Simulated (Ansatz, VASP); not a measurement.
# Two plane-wave programs on TiC

```
CELL_PARAMETERS angstrom
3.04209 0.00000 0.00000
-1.52104 2.63452 0.00000
0.00000 0.00000 2.69797
ATOMIC_POSITIONS crystal
Ti 0.00000 0.00000 0.50000
C 0.33333 0.66667 0.00000
```

The cell was built by a generator and needn't be a form met in nature.

Alike in both runs: functional r2SCAN50; k mesh 5 × 5 × 5; occupations fermi-dirac, width 0.05 eV; no spin polarisation.

|  | VASP | Ansatz |
| --- | --- | --- |
| version | VASP 6.6.1 | Ansatz 0.2.0 |
| potentials or method | VASP PAW PBE potentials, release 64 (Ti_sv, C) | Ansatz PAW |
| plane-wave cutoff (eV) | 520 | 500 |
| valence electrons in the cell | 16 | 16 |
| task | band structure | single point |

VASP gave:

| Quantity | Value |
| --- | --- |
| gap on the k mesh at the Fermi level (eV) | none |
| pressure (GPa) | -9.8 |
| largest component of the traceless stress (GPa) | 9.20 |

What did Ansatz give for the same quantities?

gap on the k mesh at the Fermi level (eV): none; pressure (GPa): -9.4; largest component of the traceless stress (GPa): 8.90.

A gap of «none» marks a metal or a gap that the smearing closes. The functional is the same, so the differences come from potentials, cutoffs and numerics.

Caveats: the k mesh is coarse (spacing up to 0.48 Å⁻¹), so the values aren't converged, least of all with exact exchange; the PAW data sets were made with another functional, which shifts forces and pressure a little (VASP); the PAW data sets come from PBE, with cores solved anew for the run's functional, which leaves a small shift of forces and pressure (Ansatz); the thresholds are loose for stress (Ansatz).
